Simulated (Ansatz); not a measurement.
Isolated molecules relaxed with PBE0-D4/def2-TZVP in Ansatz; ΔE leaves out vibrations. CCSD(T)/CBS is the MP2 limit (def2-TZVPP, def2-QZVPP) plus CCSD(T) − MP2 in def2-TZVPP, frozen cores. DFT in def2-TZVPP. For Se outer-core shells are correlated without core-valence functions, which leaves a few kJ/mol of doubt a bond. Scalar relativity is left out up to krypton. One conformer a species, not always the lowest.

`C=C1CC1C` + `ClB(Cl)[SeH]` → `C[Se]B(Cl)Cl` + `C=C1CC1`  (substitution at a C–C bond)

(1) Is it downhill or uphill in electronic energy at CCSD(T)/CBS, and by how much? (An estimate is asked.)

(2) What do these levels give: PBE0-D4, ωB97X-V, r2SCAN, HF/def2-TZVPP, MP2/def2-TZVPP, CCSD(T)/def2-TZVPP? (An estimate is asked.)

Largest T1 diagnostic among the species: 0.011.

## Answers

(1) The calculation gave: Uphill: ΔE = +0.03 eV.

(2) Computed: PBE0-D4 0.04, ωB97X-V 0.05, r2SCAN 0.03, HF/def2-TZVPP 0.08, MP2/def2-TZVPP 0.02, CCSD(T)/def2-TZVPP 0.04 eV.

In def2-TZVPP, CCSD(T) changes the Hartree–Fock value by −0.05 eV (the triples alone add −0.02 eV) and MP2 by −0.07 eV.
